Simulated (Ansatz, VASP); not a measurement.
**Ti in VASP and in Ansatz**

```
Ti
1.0
     2.75384    0.00000    0.00000
    -1.37692    2.38489    0.00000
     0.00000    0.00000    4.38874
Ti
2
Direct
  0.33333 0.66667 0.25000
  0.66667 0.33333 0.75000
```

Alike in both runs: functional LDA; k mesh 16 × 16 × 9; occupations fermi-dirac, width 0.05 eV; no spin polarisation.

Ansatz relaxed the structure, and its values are those at the end. VASP's run is a single point on that final structure, the one shown.

|  | VASP | Ansatz |
| --- | --- | --- |
| version | VASP 6.6.1 | Ansatz 0.2.0 |
| potentials or method | VASP PAW LDA potentials, release 64 (Ti_sv) | PAW with Ansatz's default frozen-core files, scalar-relativistic |
| plane-wave cutoff (eV) | 520 | 420 |
| valence electrons in the cell | 24 | 24 |

```csv
,VASP,Ansatz,Ansatz less VASP
pressure (GPa),16.7,17.0,+0.31
```

Caveats: so large a pressure means that the cell lies far from this level's equilibrium, or that cutoff or potentials fall short (VASP).
